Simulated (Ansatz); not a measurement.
System: Sn (fcc type), 1 atom in the cell.

```
CELL_PARAMETERS angstrom
0.00000 2.41010 2.41010
2.41010 0.00000 2.41010
2.41010 2.41010 0.00000
ATOMIC_POSITIONS crystal
Sn 0.00000 0.00000 0.00000
```

Code and potentials: Ansatz PAW hard set, 700 eV. Settings of the plain PBE run: k-mesh 4×4×4 Γ-centred; Fermi–Dirac smearing of 0.15 eV; no spin polarisation; no spin–orbit coupling.

Plain PBE gives:

```json
{
  "Pressure": "0.10 GPa"
}
```

Task: What changes under PBE with spin–orbit coupling?

Result: The pressure decreases by 0.07 GPa to 0.03 GPa.

The stress includes the program's correction for the finite plane-wave basis.

The k-mesh is coarse, so these values belong to this mesh and can lie far from the converged ones. This cubic structure is a model: it isn't the usual form of the substance at ambient conditions, and such phases are metastable or hypothetical.
